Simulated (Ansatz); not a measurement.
# B (P-1) in Ansatz: convergence with n extra bands

Aim: find how far n extra bands must go before the results for B settle, at PBEsol. This setting moves, with any that are tied to it; all else stays.

Everything below comes from runs of Ansatz 0.2.0. Logs are shortened: lines on timing, memory, paths and dates and some standing lists are left out, and cuts for length are marked.

## Step 1: The cell of the first run

The typed cell holds 1 atom: a = 1.905 Å, b = 1.864 Å, c = 1.887 Å, α = 89.98°, β = 91.20°, γ = 89.81°.

The cell was built by a generator and needn't be a form met in nature.

The cell isn't the ideal one: cell strained at random at fixed volume.

## Step 2: With n extra bands 1

File input.yaml:

```yaml
crystal:
  lattice:
    - [1.904975, 0.003193, -0.019912]
    - [0.003193, 1.864064, 0.000396]
    - [-0.019912, 0.000396, 1.887118]
  atoms:
    - { symbol: B, position: [0.499983, 0.518383, 0.513778] }
hamiltonian:
  xc: pbesol
  pseudopotentials: { kind: paw }
kpoints:
  mp_grid: { grid: [10, 10, 10] }
scf:
  occupations: { method: gaussian, width: 0.1 }
  n_extra_bands: 1
output:
  forces: true
  stress: true
  eigenvalues: true
```

Potentials or basis: Ansatz PAW.

On the command line:

```sh
$ ansatz run input.yaml --threads 2 --pin off --max-ram 5632MiB --backend cpu --events-out ev --progress --plain --runs-dir out
```

It took 0.82 s on 2 threads of Arm Neoverse V2, shared host; peak memory 0.26 GiB.

What came out:

| Property | Result |
| --- | --- |
| Free energy | -151.6328 eV |
| Pressure | -3.5 GPa |
| Band gap on the k mesh | none (metal or under the smearing width) |

## Step 3: With n extra bands 2

input.yaml, as its differences from that of step 2:

```diff
@@ -14,3 +14,3 @@
   occupations: { method: gaussian, width: 0.1 }
-  n_extra_bands: 1
+  n_extra_bands: 2
 output:
```

Potentials or basis: Ansatz PAW.

On the command line:

```sh
$ ansatz run input.yaml --threads 2 --pin off --max-ram 5632MiB --backend cpu --events-out ev --progress --plain --runs-dir out
```

Run time: 0.82 s. Hardware: 2 threads of Arm Neoverse V2, shared host; peak memory 0.26 GiB.

What came out:

| Quantity | Value |
| --- | --- |
| Free energy | -151.6328 eV |
| Pressure | -3.5 GPa |
| Band gap on the k mesh | none (metal or under the smearing width) |

## Step 4: With n extra bands 4

input.yaml, as its differences from that of step 3:

```diff
@@ -14,3 +14,3 @@
   occupations: { method: gaussian, width: 0.1 }
-  n_extra_bands: 2
+  n_extra_bands: 4
 output:
```

On the command line:

```sh
$ ansatz run input.yaml --threads 2 --pin off --max-ram 5632MiB --backend cpu --events-out ev --progress --plain --runs-dir out
```

It took 0.96 s on 2 threads of Arm Neoverse V2, shared host; peak memory 0.26 GiB.

Results:

- Free energy: -151.6328 eV
- Pressure: -3.5 GPa
- Band gap on the k mesh: none (metal or under the smearing width)

## Step 5: With n extra bands 8

input.yaml, as its differences from that of step 4:

```diff
@@ -14,3 +14,3 @@
   occupations: { method: gaussian, width: 0.1 }
-  n_extra_bands: 4
+  n_extra_bands: 8
 output:
```

On the command line:

```sh
$ ansatz run input.yaml --threads 2 --pin off --max-ram 5632MiB --backend cpu --events-out ev --progress --plain --runs-dir out
```

It took 1.1 s on 2 threads of Arm Neoverse V2, shared host; peak memory 0.27 GiB.

The run converged. Its results:

| Item | Value |
| --- | --- |
| Free energy | -151.6328 eV |
| Pressure | -3.5 GPa |
| Band gap on the k mesh | none (metal or under the smearing width) |

## Step 6: With n extra bands 16

input.yaml, as its differences from that of step 5:

```diff
@@ -14,3 +14,3 @@
   occupations: { method: gaussian, width: 0.1 }
-  n_extra_bands: 8
+  n_extra_bands: 16
 output:
```

Potentials or basis: Ansatz PAW.

On the command line:

```sh
$ ansatz run input.yaml --threads 2 --pin off --max-ram 5632MiB --backend cpu --events-out ev --progress --plain --runs-dir out
```

Run time: 1.5 s. Hardware: 2 threads of Arm Neoverse V2, shared host; peak memory 0.28 GiB.

Results (log left out):

```yaml
Free_energy: -151.6328 eV
Pressure: -3.5 GPa
Band_gap_on_the_k_mesh: none (metal or under the smearing width)
```

## Step 7: With n extra bands 32

input.yaml, as its differences from that of step 6:

```diff
@@ -14,3 +14,3 @@
   occupations: { method: gaussian, width: 0.1 }
-  n_extra_bands: 16
+  n_extra_bands: 32
 output:
```

Potentials or basis: Ansatz PAW.

On the command line:

```sh
$ ansatz run input.yaml --threads 2 --pin off --max-ram 5632MiB --backend cpu --events-out ev --progress --plain --runs-dir out
```

Standard output:

```text
Warning: RAYON_NUM_THREADS=2 ignored (pool sized by the plan → 2); use --threads N
scf.n_extra_bands = 32 over 2 filled bands (N_el = 3.0): the run solves 34 bands
Engine: ansatz 0.2.0, aarch64-unknown-linux-gnu
Pseudopotentials: kind: paw
Pseudopotential: B, paw, valence charge 3, recommended cutoff 420 eV (normal), B.paw.azcp
Functional definition: PBEsol
  exchange = pbesol_x
  correlation = pbesol_c
Crystal: 1 atoms, lattice volume = 6.700 Å³
Basis set: ecut = 420 eV, 131 PW (Γ), exchange–correlation on 30×30×30 points (8 copies of the dense FFT grid, shifted against one another)
Bands: 34, of which v1, the nominal top of the filled ones, is band 2 counted from 1 (1 counted from 0)
Symmetry: 2 space group operations
Space group: P-1 (ITA 2), of the structure as read, at distance tolerance 1.9e-5 Å
k-points: 504 of 1000
Non-local potential: B, projectors of the file, l = 0: 2, l = 1: 2, l = 2: 1
PAW form: soft (Blöchl's): semilocal exchange-correlation on the pseudo side does not see the compensation charge
PAW frozen core: B, regenerated for the run's functional, and the local potential with it (the file was generated under x = pbe(κ = 0.804, μ = 0.2195149727645171), c = pbe(β = 0.06672455060314922))
PAW one-centre angular grid: B, 110 points (default); XC on 64 Gauss nodes
Initial density: superposition of atomic densities (neutral atoms: chi_scale 0, normalization atom), corrected by the library's trained network
Initial wavefunctions: pseudopotential atomic-orbital guess
Functional: x = pbesol(κ = 0.804, μ = 0.12345679012345678), c = pbesol(β = 0.046)
SCF iter   1: F=—  HF=-151.632777 eV  |F-HF|=—  |Δ(HF+E_count)|=         —  Δρ=3.17e-3  dr2=2.68e-4  ethr=1.77e-3  ⟨swp⟩=1.3  Hψ=64533  notcnv=0  defer=998
preconditioner: auto → none  [metal: Δε(μ)=0.015 eV  Ē_g=90.860 eV  σ=0.100 eV  W_gap=0.08  n_scr=0 (ndim 8)  ℏωp=24.8 eV  f_vac=0.000  D(μ)=0.38/eV (n_scr^D=0)]
SCF iter   2: F=—  HF=-151.632759 eV  |F-HF|=—  |Δ(HF+E_count)|=   1.77e-5  Δρ=1.52e-3  dr2=5.58e-5  ethr=8.92e-6  ⟨swp⟩=1.0  Hψ=21168  notcnv=0  defer=1000
SCF iter   3: F=—  HF=-151.632762 eV  |F-HF|=—  |Δ(HF+E_count)|=   3.45e-6  Δρ=8.35e-5  dr2=1.70e-7  ethr=1.86e-6  ⟨swp⟩=1.2  Hψ=4739  notcnv=0  defer=1000
iter 4 did not close the SCF: its close was put off for the readings that it lacked (scf_convergence_deferred on its scf_iter line)
SCF iter   4: F=-151.632762 eV  HF=-151.632762 eV  |F-HF|=5.57e-11  |Δ(HF+E_count)|=   8.01e-8  Δρ=3.05e-6  dr2=3.04e-10  ethr=5.68e-9  ⟨swp⟩=1.7  Hψ=5080  notcnv=0  defer=1000
iter 5 did not close the SCF: its close was put off for the readings that it lacked (scf_convergence_deferred on its scf_iter line)
SCF iter   5: F=-151.632762 eV  HF=-151.632762 eV  |F-HF|=1.19e-12  |Δ(HF+E_count)|=  4.14e-11  Δρ=6.68e-7  dr2=7.69e-12  ethr=1.01e-11  ⟨swp⟩=1.5  Hψ=4927  notcnv=0  defer=1000
SCF iter   6: F=-151.632762 eV  HF=-151.632762 eV  |F-HF|=5.68e-14  |Δ(HF+E_count)|=  1.42e-12  Δρ=2.86e-8  dr2=2.64e-14  ethr=1.00e-12  ⟨swp⟩=3.4  Hψ=68610  notcnv=0
SCF 1 converged in 6 iterations: F = -151.632762 eV  dr2 = 2.64e-14
SCF converged after 6 iterations
Free energy (F): -151.632762 eV
Harris-Foulkes:  -151.632762 eV  (|F-HF|=5.68e-14)
Internal energy: -151.630854 eV  (E = F + TS)
E sigma→0 (E₀):  -151.631808 eV
Entropy (-TS):   -0.001909 eV (-1.909 meV/atom)
Fermi energy:    10.463824 eV
--- Per-component energies (eV) ---
  E_band       = 13.590715
  E_kinetic    = 46.758432
  E_local      = -7.055566  (includes V_loc(G=0)·N_el)
  E_nonlocal   = 12.203257
  E_hartree    = 0.988378
  E_xc         = -31.681496
  E_vxc        = -37.719780  (∫ρ·V_xc dr)
  E_paw        = -75.345679  (= ΣΔE_a)
  E_vpaw       = -2.572382  (= ΣTr[D̂ρ^β])
  E_aug_tail   = -0.000003  (compensation charges beyond the density's cutoff)
  E_ewald      = -97.512887
  E_core_change = 0.014711  (= ΣΔE_core)
  E_smearing   = -0.001909  (= −TS)
  E_closure    = 0.000000  (closes the sum)
  Σ components = -151.632762   (vs F -151.632762, Δ=0.00e0)
--- Forces (eV/Å), atoms counted from 1 ---
  atom   1  B      0.00000000     0.00000000     0.00000000
  max |Σ_I F_I| component: 0.00e0 eV/Å
--- Stress (GPa, compression-positive) ---
       -8.184236       0.965054      -3.590046
        0.965054       1.530973       0.921451
       -3.590046       0.921451      -3.719556
  P = ⅓ Tr σ = -3.4576 GPa (-34.576 kbar)
--- Band table (eV; the first three rows and the last of 504) ---
  k-point 0: bands = ["-5.3546", "23.4030", "23.9945", "24.7077", "34.0219", "34.8337", "43.4873", "62.6703", "64.0550", "64.2282", "71.6940", "72.9917", "73.7286", "76.5771", "77.3183", "78.0522", "78.1069", "78.1794", "92.8203", "111.8907", "113.0398", "115.0139", "115.1950", "116.6668", "117.4646", "118.6166", "126.8898", "145.7451", "148.5277", "152.0653", "152.7363", "156.5043", "163.0552", "182.0131"]
  k-point 1: bands = ["-5.0153", "21.0238", "23.7074", "24.9867", "34.7562", "37.7914", "43.3106", "60.2514", "61.7432", "63.5159", "69.5232", "71.4810", "72.2199", "73.3775", "79.1009", "81.8205", "83.2682", "86.6023", "92.0510", "106.5148", "107.1761", "109.8553", "113.0170", "122.6989", "123.3342", "126.7011", "128.1625", "138.6692", "146.0682", "152.3081", "153.9488", "161.9501", "167.1603", "176.1604"]
  k-point 2: bands = ["-3.9998", "16.0711", "24.5105", "25.7769", "35.9454", "41.7301", "44.6748", "55.2509", "56.8840", "62.3987", "63.7883", "71.7895", "72.3822", "74.4819", "83.3180", "89.4396", "91.1209", "91.8962", "96.2867", "100.0092", "100.7629", "102.8765", "110.7202", "121.9049", "131.7478", "132.2121", "136.3282", "138.3390", "147.1060", "152.7802", "154.7594", "159.3910", "163.8634", "165.8909"]
  k-point 503: bands = ["13.5684", "13.7013", "14.3017", "26.4886", "26.9554", "27.2816", "28.4811", "31.5212", "76.2775", "77.5317", "78.5029", "94.0301", "95.8137", "102.6510", "102.7460", "104.0099", "105.5094", "105.6132", "107.4087", "107.5725", "109.2123", "109.4771", "110.1084", "110.3800", "110.7124", "111.3936", "112.9822", "114.5027", "114.5166", "116.2469", "116.4865", "126.3147", "168.3422", "171.8640"]
```

Run time: 2.3 s. Hardware: 2 threads of Arm Neoverse V2, shared host; peak memory 0.32 GiB.

What came out:

| Quantity | Value |
| --- | --- |
| Free energy | -151.6328 eV |
| Pressure | -3.5 GPa |
| Band gap on the k mesh | none (metal or under the smearing width) |

## Step 8: The series at a glance

| n extra bands | energy less the tightest run, at zero smearing (meV/atom) | SCF cycles | CPU time (s) | peak memory (GiB) |
| --- | --- | --- | --- | --- |
| 1 | 0.00 | 6 | 1.5 | 0.26 |
| 2 | 0.00 | 6 | 1.5 | 0.26 |
| 4 | 0.00 | 6 | 1.8 | 0.26 |
| 8 | 0.00 | 6 | 2.1 | 0.27 |
| 16 | 0.00 | 6 | 2.8 | 0.28 |
| 32 | 0.00 | 6 | 4.3 | 0.32 |

Against the tightest run, the energy stays within 1 meV/atom from 1 on. The tightest run that finished is the yardstick and may itself not be fully converged.

Caveats: the PAW data sets come from PBE, with cores solved anew for the run's functional, which leaves a small shift of forces and pressure.
